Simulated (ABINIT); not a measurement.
# FeO (Wuestite) (Fm-3m) in ABINIT: a series of runs, part 2 of 2

ABINIT 10.8.3 (patched build). The steps go on from the part before.

## (3) Single point, LDA, collinear spin, ferromagnetic start

run.abi

```
pp_dirpath "./"
pseudos "Fe.upf, O.upf"

acell 5.7602554485 5.7602554485 5.7602554485
rprim
     0.0000000000     0.7071067812     0.7071067812
     0.7071067812     0.0000000000     0.7071067812
     0.7071067812     0.7071067812     0.0000000000
ntypat 2
znucl 26 8
natom 2
typat 1 2
xred
     0.0000000000     0.0000000000     0.0000000000
     0.5000000000     0.5000000000     0.5000000000

ecut 1251.723767 eV

kptopt 1
ngkpt 8 8 8
nshiftk 1
shiftk 0.0 0.0 0.0

ixc 7

nband 16
occopt 3
tsmear 0.00183747

nsppol 2
spinat
     0.0000000000     0.0000000000     3.0000000000
     0.0000000000     0.0000000000     0.0000000000

nstep 100
tolvrs 1.0e-10

iomode 3
prtwf 0
prtden 0
prteig 0
prtebands 0
```

Potentials or basis: PseudoDojo NC SR LDA v0.4.1 standard.

The run is started by

```
$ abinit run.abi > log 2>&1
```

run.abo:

```text
.Version 10.8.3 of ABINIT
 Symmetries : space group Fm -3 m (#225); Bravais cF (face-center cubic)
================================================================================
 Values of the parameters that define the memory need of the present run
     intxc =       0    ionmov =       0      iscf =       7    lmnmax =       6
     lnmax =       6     mgfft =      36  mpssoang =       3    mqgrid =    3001
     natom =       2  nloc_mem =       1    nspden =       2   nspinor =       1
    nsppol =       2      nsym =      48    n1xccc =    2501    ntypat =       2
    occopt =       3   xclevel =       1
       mpw =        2035          nfft =       46656          nkpt =          29
================================================================================
================================================================================

--------------------------------------------------------------------------------
------------- Echo of variables that govern the present computation ------------
--------------------------------------------------------------------------------
 -outvars: echo values of preprocessed input variables --------
            acell      5.7602554485E+00  5.7602554485E+00  5.7602554485E+00 Bohr
              amu      5.58470000E+01  1.59994000E+01
             ecut      4.60000000E+01 Hartree
              ixc           7
         kptrlatt        8    0    0      0    8    0      0    0    8
          kptrlen      4.60820436E+01
            natom           2
            nband          16
            ngfft          36      36      36
             nkpt          29
           nspden           2
           nsppol           2
            nstep         100
             nsym          48
           ntypat           2
           occopt           3
           prtden           0
        prtebands           0
           prteig           0
            prtwf           0
            rprim      0.0000000000E+00  7.0710678120E-01  7.0710678120E-01
                       7.0710678120E-01  0.0000000000E+00  7.0710678120E-01
                       7.0710678120E-01  7.0710678120E-01  0.0000000000E+00
          spgroup         225
           spinat      0.0000000000E+00  0.0000000000E+00  3.0000000000E+00
                       0.0000000000E+00  0.0000000000E+00  0.0000000000E+00
           tolvrs      1.00000000E-10
           tsmear      1.83747000E-03 Hartree
            typat      1  2
           xangst      0.0000000000E+00  0.0000000000E+00  0.0000000000E+00
                       2.1553999986E+00  2.1553999986E+00  2.1553999986E+00
            xcart      0.0000000000E+00  0.0000000000E+00  0.0000000000E+00
                       4.0731156891E+00  4.0731156891E+00  4.0731156891E+00
             xred      0.0000000000E+00  0.0000000000E+00  0.0000000000E+00
                       5.0000000000E-01  5.0000000000E-01  5.0000000000E-01
            znucl       26.00000    8.00000

================================================================================

 chkinp: Checking input parameters for consistency.

================================================================================
== DATASET  1 ==================================================================

--- !DatasetInfo
iteration_state: {dtset: 1, }
dimensions: {natom: 2, nkpt: 29, mband: 16, nsppol: 2, nspinor: 1, nspden: 2, mpw: 2035, }
cutoff_energies: {ecut:  46.0, pawecutdg:  -1.0, }
electrons: {nelect:   2.20000000E+01, charge:   0.00000000E+00, occopt:   3.00000000E+00, tsmear:   1.83747000E-03, }
meta: {optdriver: 0, ionmov: 0, optcell: 0, iscf: 7, paral_kgb: 0, }
...

 Exchange-correlation functional for the present dataset will be:
[... 85 lines left out ...]
 Radius=ratsph(iatom), smearing ratsm=  0.0000. Diff(up-dn)=approximate z local magnetic moment.
    Atom    Radius    up_density   dn_density  Total(up+dn)  Diff(up-dn)
    1 Fe   2.00000     8.709014     5.191224     13.900239     3.517790
    2  O   2.00000     3.265100     2.916340      6.181440     0.348761
 ------------------------------------------------------------------------------------------------------------
  Sum:                11.974114     8.107564     20.081678     3.866550
 Total magnetization (from the atomic spheres):                3.866550
 Total magnetization (exact up - dn):                          4.000610

================================================================================

 ----iterations are completed or convergence reached----

 Mean square residual over all n,k,spin=   81.084E-12; max=  48.535E-09
 reduced coordinates (array xred) for    2 atoms
       0.000000000000      0.000000000000      0.000000000000
       0.500000000000      0.500000000000      0.500000000000
 rms dE/dt=  0.0000E+00; max dE/dt=  0.0000E+00; dE/dt below (all hartree)
    1       0.000000000000      0.000000000000      0.000000000000
    2       0.000000000000      0.000000000000      0.000000000000

 cartesian coordinates (angstrom) at end:
    1      0.00000000000000     0.00000000000000     0.00000000000000
    2      2.15539999856961     2.15539999856961     2.15539999856961

 cartesian forces (hartree/bohr) at end:
    1     -0.00000000000000    -0.00000000000000    -0.00000000000000
    2     -0.00000000000000    -0.00000000000000    -0.00000000000000
 frms,max,avg= 0.0000000E+00 0.0000000E+00   0.000E+00  0.000E+00  0.000E+00 h/b

 cartesian forces (eV/Angstrom) at end:
    1     -0.00000000000000    -0.00000000000000    -0.00000000000000
    2     -0.00000000000000    -0.00000000000000    -0.00000000000000
 frms,max,avg= 0.0000000E+00 0.0000000E+00   0.000E+00  0.000E+00  0.000E+00 e/A
 length scales=  5.760255448500  5.760255448500  5.760255448500 bohr
              =  3.048195910258  3.048195910258  3.048195910258 angstroms
 Fermi (or HOMO) energy (hartree) =   0.36341   Average Vxc (hartree)=  -0.48280
 Magnetization (Bohr magneton)=  4.00060961E+00
 Total spin up =  1.30003048E+01   Total spin down =  8.99969520E+00
 Eigenvalues (hartree) for nkpt=  29  k points, SPIN UP:
 kpt#   1, nband= 16, wtk=  0.00195, kpt=  0.0000  0.0000  0.0000 (reduced coord)
  -2.90519   -1.67435   -1.67435   -1.67435   -0.39002    0.21948    0.21948    0.21948
   0.22077    0.22077    0.22077    0.22965    0.22965    0.36613    0.91859    0.98138
      occupation numbers for kpt#   1
   1.00000    1.00000    1.00000    1.00000    1.00000    1.00000    1.00000    1.00000
   1.00000    1.00000    1.00000    1.00000    1.00000    0.18527    0.00000    0.00000
 prteigrs : prtvol=0 or 1, do not print more k-points.

 Eigenvalues (hartree) for nkpt=  29  k points, SPIN DOWN:
 kpt#   1, nband= 16, wtk=  0.00195, kpt=  0.0000  0.0000  0.0000 (reduced coord)
  -2.76784   -1.53294   -1.53294   -1.53294   -0.36834    0.24251    0.24251    0.24251
   0.33592    0.33592    0.33592    0.36375    0.36375    0.39396    0.92677    1.02207
      occupation numbers for kpt#   1
   1.00000    1.00000    1.00000    1.00000    1.00000    1.00000    1.00000    1.00000
   1.00000    1.00000    1.00000    0.45332    0.45332    0.00000    0.00000    0.00000
 prteigrs : prtvol=0 or 1, do not print more k-points.

--- !EnergyTerms
iteration_state     : {dtset: 1, }
comment             : Components of total free energy in Hartree
kinetic             :  6.88991720154764E+01
hartree             :  3.74457014018588E+01
xc                  : -2.17174101502005E+01
Ewald energy        : -9.50137780079921E+01
psp_core            :  3.48697912190947E+00
local_psp           : -1.24627988915518E+02
non_local_psp       : -1.02023481316867E+01
internal            : -1.41729672666152E+02
'-kT*entropy'       : -5.00204545008256E-04
total_energy        : -1.41730172870697E+02
total_energy_eV     : -3.85667447669420E+03
band_energy         : -1.34683414282602E+01
...

 Cartesian components of stress tensor (hartree/bohr^3)
  sigma(1 1)=  5.49822004E-04  sigma(3 2)=  0.00000000E+00
  sigma(2 2)=  5.49822004E-04  sigma(3 1)=  0.00000000E+00
  sigma(3 3)=  5.49822004E-04  sigma(2 1)=  0.00000000E+00

-Cartesian components of stress tensor (GPa)         [Pressure= -1.6176E+01 GPa]
- sigma(1 1)=  1.61763219E+01  sigma(3 2)=  0.00000000E+00
- sigma(2 2)=  1.61763219E+01  sigma(3 1)=  0.00000000E+00
- sigma(3 3)=  1.61763219E+01  sigma(2 1)=  0.00000000E+00

== END DATASET(S) ==============================================================
================================================================================

 -outvars: echo values of variables after computation  --------
            acell      5.7602554485E+00  5.7602554485E+00  5.7602554485E+00 Bohr
           etotal     -1.4173017287E+02
            fcart     -0.0000000000E+00 -0.0000000000E+00 -0.0000000000E+00
                      -0.0000000000E+00 -0.0000000000E+00 -0.0000000000E+00
            rprim      0.0000000000E+00  7.0710678120E-01  7.0710678120E-01
                       7.0710678120E-01  0.0000000000E+00  7.0710678120E-01
                       7.0710678120E-01  7.0710678120E-01  0.0000000000E+00
           strten      5.4982200424E-04  5.4982200424E-04  5.4982200424E-04
                       0.0000000000E+00  0.0000000000E+00  0.0000000000E+00
           xangst      0.0000000000E+00  0.0000000000E+00  0.0000000000E+00
                       2.1553999986E+00  2.1553999986E+00  2.1553999986E+00
             xred      0.0000000000E+00  0.0000000000E+00  0.0000000000E+00
                       5.0000000000E-01  5.0000000000E-01  5.0000000000E-01
 Calculation completed.
```

It took 73 s on 1 thread of Arm Neoverse V1, shared host; peak memory 0.09 GiB.

What came out:

```
Free energy                                           : -3856.6745 eV
Pressure                                              : -16.2 GPa
Band gap on the k mesh                                : none (metal or under the smearing width)
Net moment                                            : 4.00 μB per cell
Site moments                                          : Fe +3.52; O +0.35 μB
Valence electrons inside the program's atomic spheres : Fe 13.90; O 6.18
```

Caveat: so large a pressure means that the cell lies far from this level's equilibrium, or that cutoff or potentials fall short; a cell with one magnetic atom can't hold antiferromagnetic order, which such compounds often take; semilocal functionals often make such compounds metallic where correlation or magnetic order opens a gap, which also shifts bond lengths.

## (4) Comparison with measurements

Step 3. Against the measured gap of FeO, 2.4 eV (optical; quoted in “W\"ustite: Electric, thermodynamic and optical properties of FeO”, 2012, arxiv:1203.1201), the calculated 0.00 eV is off by -2.40 eV. So large a miss can be the level of theory's own, or it may mean another phase, state or a wrong row. The value is that of LDA on a finite k mesh, which can miss the band edges, without temperature or zero-point motion. Semilocal functionals fall short of measured gaps as a rule. The run's magnetic order (collinear spin, ferromagnetic start) needn't be the measured crystal's.
